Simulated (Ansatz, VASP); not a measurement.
# BAs: VASP beside Ansatz

File INCAR:

```
PREC = Accurate
ENCUT = 520
EDIFF = 1E-6
ISMEAR = -1
SIGMA = 0.03
LREAL = False
LASPH = True
NELM = 60
ALGO = Normal
ISIF = 2
LWAVE = False
LCHARG = False
GGA = PE
NBANDS = 11
```

KPOINTS

```
Automatic mesh
0
Gamma
  15 15 15
```

The input POSCAR:

```
BAs
1.0
    0.0000000000      2.3885000000      2.3885000000
    2.3885000000      0.0000000000      2.3885000000
    2.3885000000      2.3885000000      0.0000000000
B As
1 1
Direct
    0.0000000000      0.0000000000      0.0000000000
    0.7500000000      0.7500000000      0.7500000000
```

Input for Ansatz:

```yaml
crystal:
  lattice:
    - [0.0, 2.3885, 2.3885]
    - [2.3885, 0.0, 2.3885]
    - [2.3885, 2.3885, 0.0]
  atoms:
    - { symbol: B, position: [0.0, 0.0, 0.0] }
    - { symbol: As, position: [0.75, 0.75, 0.75] }
kpoints:
  mp_grid: { grid: [15, 15, 15] }
  band_path:
    path:
      - [0.0, 0.0, 0.0]
      - [-0.5, -0.5, 0.0]
      - [-0.375, -0.375, 0.25]
      - [-0.375, 0.0, 0.375]
      - [0.0, 0.0, 0.0]
      - [0.0, 0.0, 0.5]
      - [-0.5, -0.25, 0.25]
      - [-0.5, -0.5, 0.0]
    npoints: 8
scf:
  occupations: { method: fermi_dirac, width: 0.03 }
hamiltonian:
  xc: pbe
  pseudopotentials: { kind: all_electron, lapw: { basis_error: 0.00025 } }
output:
  forces: true
  stress: true
  eigenvalues: true
  populations: true
  dos: { projected: true, de: 0.2, e_range: [-14, 8] }
```

Alike in both runs: task single point; functional PBE; k mesh 15 × 15 × 15; occupations fermi-dirac, width 0.03 eV; no spin polarisation.

|  | VASP | Ansatz |
| --- | --- | --- |
| version | VASP 6.6.1 | Ansatz 0.2.0 |
| potentials or method | VASP PAW PBE potentials, release 64 (B, As) | all-electron LAPW, scalar-relativistic |
| plane-wave cutoff (eV) | 520 | see its input |

|  | VASP | Ansatz | Ansatz less VASP |
| --- | --- | --- | --- |
| gap on the k mesh at the Fermi level (eV) | 1.18 | 1.19 | +0.011 |
| pressure (GPa) | 3.4 | 2.7 | -0.69 |

Ansatz ran all-electron here, so the differences hold the error of VASP's frozen core and of both bases.

Caveats: an odd mesh through Γ misses points on the zone boundary, where band edges often lie. PBE gaps usually lie below the measured ones, often by a third to a half.
